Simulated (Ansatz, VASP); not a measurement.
**One calculation of KBr, two programs**

INCAR

```
SYSTEM = KBr
PREC = Accurate
ENCUT = 520
EDIFF = 1E-6
ISMEAR = 0
SIGMA = 0.05
LREAL = .False.
LASPH = .True.
NELM = 100
ALGO = Normal
ISIF = 2
LWAVE = .False.
LCHARG = .True.
GGA = PE
LELF = .True.
LVHAR = .True.
NBANDS = 15
```

Contents of KPOINTS:

```
Automatic mesh
0
Gamma
  6 6 6
  0 0 0
```

POSCAR

```
KBr
1.0
    4.0434990000      0.0000000000      0.0000000000
    0.0000000000      4.0434990000      0.0000000000
    0.0000000000      0.0000000000      4.0434990000
K Br
1 1
Direct
   -0.0154569100      0.0000000000      0.0000000000
    0.5000000000      0.5000000000      0.5000000000
```

Input for Ansatz:

```yaml
crystal:
  lattice:
    - [4.043499, 0.0, 0.0]
    - [0.0, 4.043499, 0.0]
    - [0.0, 0.0, 4.043499]
  atoms:
    - { symbol: K, position: [-0.01545691, 0.0, 0.0] }
    - { symbol: Br, position: [0.5, 0.5, 0.5] }
basis:
  ecutwfc: 420
kpoints:
  mp_grid: { grid: [6, 6, 6] }
hamiltonian:
  xc: pbe
scf:
  occupations: { method: gaussian, width: 0.05 }
output:
  forces: true
  stress: true
  eigenvalues: true
  write_density: true
  write_potential: true
  elf: true
  volumetric_format: npy
```

Change from the starting cell: all K atoms moved +0.062 Å, as atom 1 towards its neighbour atom 1 (K) at 4.043 Å.

Alike in both runs: task single point; functional PBE; k mesh 6 × 6 × 6; occupations gaussian, width 0.05 eV; no spin polarisation.

|  | VASP | Ansatz |
| --- | --- | --- |
| version | VASP 6.6.1 | Ansatz 0.2.0 |
| potentials or method | VASP PAW PBE potentials, release 64 (K_sv, Br) | scalar-relativistic, plane waves, PAW |
| plane-wave cutoff (eV) | 520 | 420 |
| valence electrons in the cell | 16 | 16 |

VASP gave:

| Property | Result |
| --- | --- |
| gap on the k mesh at the Fermi level (eV) | 3.86 |
| least direct gap on the mesh (eV) | 4.12 |
| pressure (GPa) | 0.0 |
| rms of the force components (eV/Å) | 0.020 |

Task: What did Ansatz give for the same quantities?

Result: gap on the k mesh at the Fermi level (eV): 3.87; least direct gap on the mesh (eV): 4.13; pressure (GPa): 0.0; rms of the force components (eV/Å): 0.020.

Atom by atom the forces differ by 0.000 eV/Å (rms over components). The functional is the same, so the differences come from potentials, cutoffs and numerics.

A k mesh can miss the band edges.
